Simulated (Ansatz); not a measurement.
YN: pressure against volume, fitted

```
CELL_PARAMETERS angstrom
0.00000 2.43850 2.43850
2.43850 0.00000 2.43850
2.43850 2.43850 0.00000
ATOMIC_POSITIONS crystal
Y 0.00000 0.00000 0.00000
N 0.50000 0.50000 0.50000
```

Atoms are numbered in the order listed.

The cell comes from COD entry 9008768, which wasn't checked; take it as a given geometry.

All numbers below come from DFT, LDA, all-electron LAPW, scalar-relativistic (Ansatz 0.2.0).

The runs use a Γ-centred 9×9×9 k mesh, Fermi–Dirac smearing of 0.03 eV, basis error target 0.5 meV/atom, no spin polarisation.

The cell is scaled evenly. Fractional coordinates are held (clamped ions).

```
V (Å³/atom)  P (GPa)
     13.630     5.19
     13.637     5.08
     13.920     1.09
     14.065    -0.81
     14.210    -2.60
     14.355    -4.30
     14.500    -5.91
     14.645    -7.44
     14.790    -8.89
     14.935   -10.26
     15.370   -13.97
```

**Question.** Fit a third-order Birch–Murnaghan curve to the pressures.

**Answer.** P = (3B0/2)(y^(7/2) − y^(5/2))[1 + (3/4)(B0′ − 4)(y − 1)] with y = (V0/V)^(2/3) fits within 0.01 GPa for V0 = 14.002 Å³/atom, B0 = 182.0 GPa and B0′ = 4.18.

**Question.** Predict the pressure at the withheld volume, 15.080 Å³/atom.

**Answer.** There y = 0.9518, so the fit gives -11.56 GPa; the run gave -11.57 GPa.
